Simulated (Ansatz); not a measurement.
Level of theory: DFT PBE, scalar-relativistic, plane waves, PAW in Ansatz 0.2.0. All cells share a 420 eV cutoff and Γ-centred k meshes spaced at most about 0.3 Å⁻¹ (2π included). No spin polarisation in the final relaxations.

These are static total energies at zero pressure.

Two forms of PbSe were relaxed alike.

A.

```yaml
crystal:
  lattice:
    - [0.00000, 3.45155, 3.45155]
    - [3.45155, 0.00000, 3.45155]
    - [3.45155, 3.45155, 0.00000]
  atoms:
    - { symbol: Pb, position: [0.25000, 0.25000, 0.25000] }
    - { symbol: Se, position: [0.00000, 0.00000, 0.00000] }
```

B.

```yaml
crystal:
  lattice:
    - [0.00000, 3.10901, 3.10901]
    - [3.10901, 0.00000, 3.10901]
    - [3.10901, 3.10901, 0.00000]
  atoms:
    - { symbol: Pb, position: [0.00000, 0.00000, 0.00000] }
    - { symbol: Se, position: [0.50000, 0.50000, 0.50000] }
```

Question: Which would you expect to be lower, and how large is the difference?

Answer: B is lower, by 180 meV/atom. A has the zinc blende type, space group F-43m (No. 216), 41.1 Å³/atom and a gap of 0.67 eV on its mesh; B has the rock salt type, space group Fm-3m (No. 225), 30.1 Å³/atom and a gap of 0.43 eV. Counting Se atoms around Pb (those within 1.25 times the shortest such distance or 1.15 times the sum of covalent radii), A has Pb 4 and B has Pb 6. The denser one is the lower, and pressure would at first widen the difference. Both come from invented guesses. The part of the Crystallography Open Database at hand lists PbSe in space group No. 225; sharing a group (Fm-3m) doesn't make a cell the listed structure.

These runs have no spin–orbit coupling, which can matter for Pb. Kohn–Sham gaps at this level usually fall short of measured ones. The missing spin–orbit coupling can work the other way here. Cells relaxed within their symmetry can be saddle points. The Fm-3m cell of PbSe came from shaking the F-43m one.
